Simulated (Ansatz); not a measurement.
A nudged elastic band was laid between two geometries of a periodic cell of 17 atoms, Si (host Si, host structure diamond, interstitial Si).

The calculation used Ansatz, DFT PBE-D3(BJ), scalar-relativistic, plane waves, PAW. Settings: PAW set soft_1, cutoff 420 eV, k mesh 2x2x2, gaussian smearing 0.02 eV, no spin polarisation.

* movable images: 5
* climbing image: yes
* spring: 5.0 eV/Å²
* optimiser: quadratic models (default)
* start path: IDPP
* force threshold: 0.05 eV/Å
* iteration limit: 63
* end points: relaxed

Image 0:

```xyz
17
Lattice="0.0000 5.4300 5.4300 5.4300 0.0000 5.4300 5.4300 5.4300 0.0000" Properties=species:S:1:pos:R:3
Si -0.022 0.022 -0.029
Si 1.357 1.388 1.354
Si 2.719 2.711 -0.007
Si 4.042 4.073 1.354
Si 2.738 0.022 2.735
Si 4.073 1.357 4.068
Si 5.408 2.692 2.735
Si 6.788 4.072 4.102
Si -0.006 2.707 2.714
Si 1.358 4.072 4.031
Si 2.723 5.436 2.714
Si 4.073 6.787 4.071
Si 2.738 2.692 5.401
Si 4.104 4.071 6.784
Si 5.426 5.433 5.422
Si 6.789 6.756 6.784
Si 6.788 9.502 6.781
```

Image 6:

Only the atoms that move by more than 0.05 Å are listed.
```
Si12 4.101 6.757 4.101
Si17 8.148 8.133 8.147
```

(1) What changes between the two ends?

(2) What energy profile does the band end with?

(3) What is the geometry of the highest image?

Results:

(1) Contacts lost: Si1–Si17. Contacts made: Si12–Si17. The atom that moves furthest is Si17, by 2.36 Å; four of its nearest neighbours are Si13 2.39, Si1 2.39, Si7 2.39, Si5 2.39 Å at the first end and Si12 2.39, Si16 2.39, Si14 2.39, Si8 2.39 Å at the last.

(2) It converged. The highest image is number 4 of 0 to 6, 0.30 eV above the ends, which have the same energy within 2 meV. By the program's own check the climbing image is a first-order saddle point (lowest curvatures found: -0.30 and 0.75 eV/Å²). Limits of this set-up: coarse k mesh, a small cell, in which the defect meets its images.

```json
{"image": "0", "path coordinate (Å)": "0.00", "energy (eV)": "0.00", "Si1–Si17 (Å)": "2.39", "Si12–Si17 (Å)": "4.70"}
{"image": "1", "path coordinate (Å)": "0.42", "energy (eV)": "0.06", "Si1–Si17 (Å)": "2.43", "Si12–Si17 (Å)": "4.36"}
{"image": "2", "path coordinate (Å)": "0.83", "energy (eV)": "0.24", "Si1–Si17 (Å)": "2.51", "Si12–Si17 (Å)": "4.00"}
{"image": "3", "path coordinate (Å)": "1.25", "energy (eV)": "0.29", "Si1–Si17 (Å)": "2.74", "Si12–Si17 (Å)": "3.58"}
{"image": "4", "path coordinate (Å)": "1.67", "energy (eV)": "0.30", "Si1–Si17 (Å)": "3.14", "Si12–Si17 (Å)": "3.14"}
{"image": "5", "path coordinate (Å)": "2.43", "energy (eV)": "0.20", "Si1–Si17 (Å)": "4.03", "Si12–Si17 (Å)": "2.53"}
{"image": "6", "path coordinate (Å)": "3.19", "energy (eV)": "0.00", "Si1–Si17 (Å)": "4.70", "Si12–Si17 (Å)": "2.39"}
```

(3) 
```xyz
17
Lattice="0.0000 5.4300 5.4300 5.4300 0.0000 5.4300 5.4300 5.4300 0.0000" Properties=species:S:1:pos:R:3
Si 0.239 -0.240 0.238
Si 1.441 1.365 1.439
Si 2.662 2.767 0.037
Si 4.064 3.987 1.439
Si 2.820 0.087 2.818
Si 4.296 1.132 4.294
Si 5.341 2.608 2.818
Si 6.712 4.145 4.189
Si 0.039 2.767 2.660
Si 1.441 3.987 4.062
Si 2.661 5.389 2.659
Si 3.863 6.994 3.861
Si 2.820 2.608 5.340
Si 4.191 4.145 6.711
Si 5.236 5.621 5.235
Si 6.712 6.667 6.710
Si 7.481 8.807 7.479
```

The run took 46 min on 1 thread of Arm Neoverse V1, with other jobs on the host, peak memory 0.88 GiB.
